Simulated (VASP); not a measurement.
Crystal: Al.

```
CELL_PARAMETERS angstrom
-1.57590 1.65692 1.65798
1.47948 -1.59764 1.50228
1.61445 1.63620 -1.59870
ATOMIC_POSITIONS crystal
Al 0.00000 0.00000 0.00000
```

This isn't the form of Al at room conditions, which is fcc.

The cell isn't the ideal one: cell sheared at random, sigma 0.03, atoms nudged by 0.01 Å.

```yaml
Program: VASP 6.6.1
Task: relaxation of cell and atoms
Functional: r2SCAN
Potentials_or_basis: VASP PAW PBE potentials, release 64 (Al)
Cutoff: 600 eV
k_mesh: 11 × 12 × 12
Occupations: methfessel-paxton, width 0.1 eV
Spin: no spin polarisation
```

At the start: pressure 1.1 GPa; volume 16.08 Å³/atom.

Task: How do energy, volume and symmetry change on relaxing?

Result: Over 37 steps the energy falls by 134.3 meV/atom and the volume is 15.85 Å³/atom (-1.4 %); space group Immm (No. 71, to 0.05 Å).

Step by step:
| step | energy change (eV) | largest force (eV/Å) | pressure (GPa) | volume (Å³) |
| --- | --- | --- | --- | --- |
| 1 | 0.0000 | 0.0000 | 1.12 | 16.08 |
| 2 | -0.0128 | 0.0000 | -0.83 | 16.33 |
| 3 | -0.0146 | 0.0000 | -2.11 | 16.57 |
| 4 | -0.0153 | 0.0000 | -1.73 | 16.49 |
| 5 | -0.0184 | 0.0000 | 0.06 | 16.12 |
| 6 | -0.0184 | 0.0000 | -0.01 | 16.14 |
| 7 | -0.0216 | 0.0000 | 0.42 | 16.05 |
| 8 | -0.0370 | 0.0000 | 1.98 | 15.77 |
| 9 | -0.0544 | 0.0000 | 6.04 | 15.15 |
| 10 | -0.0483 | 0.0000 | 8.76 | 14.85 |
| 11 | -0.0540 | 0.0000 | 6.80 | 15.07 |
| 12 | -0.0542 | 0.0000 | 6.83 | 15.06 |
| 13 | -0.0548 | 0.0000 | 6.92 | 15.05 |
| 14 | -0.0559 | 0.0000 | 7.13 | 15.03 |
| 15 | -0.0569 | 0.0000 | 7.51 | 15.00 |
| 16 | -0.0580 | 0.0000 | 7.37 | 15.01 |
| 17 | -0.0612 | 0.0000 | 6.97 | 15.06 |
| 18 | -0.0673 | 0.0000 | 6.19 | 15.15 |
| 19 | -0.0776 | 0.0000 | 4.68 | 15.34 |
| 20 | -0.0914 | 0.0000 | 1.91 | 15.73 |
| 21 | -0.0993 | 0.0000 | -2.58 | 16.50 |
| 22 | -0.0996 | 0.0000 | -2.01 | 16.39 |
| 23 | -0.1038 | 0.0000 | -2.05 | 16.38 |
| 24 | -0.1167 | 0.0000 | -2.06 | 16.32 |
| 25 | -0.1280 | 0.0000 | -1.59 | 16.19 |
| 26 | -0.1308 | 0.0000 | -0.48 | 15.97 |
| 27 | -0.1316 | 0.0000 | 0.41 | 15.81 |
| 28 | -0.1317 | 0.0000 | 0.68 | 15.76 |
| 29 | -0.1333 | 0.0000 | 0.53 | 15.77 |
| 30 | -0.1338 | 0.0000 | 0.49 | 15.78 |
| 31 | -0.1338 | 0.0000 | 0.42 | 15.79 |
| 32 | -0.1339 | 0.0000 | 0.45 | 15.78 |
| 33 | -0.1343 | 0.0000 | -0.09 | 15.87 |
| 34 | -0.1343 | 0.0000 | -0.16 | 15.88 |
| 35 | -0.1343 | 0.0000 | -0.03 | 15.86 |
| 36 | -0.1343 | 0.0000 | -0.03 | 15.86 |
| 37 | -0.1343 | 0.0000 | 0.01 | 15.85 |

Final structure:
```yaml
crystal:
  lattice:
    - [-1.40065, 1.97287, 1.37364]
    - [1.42687, -1.97743, 1.44756]
    - [1.40898, 1.99066, -1.42409]
  atoms:
    - { symbol: Al, position: [0.00000, 0.00000, 0.00000] }
```

Caveat: the PAW data sets were made with another functional, which shifts forces and pressure a little.
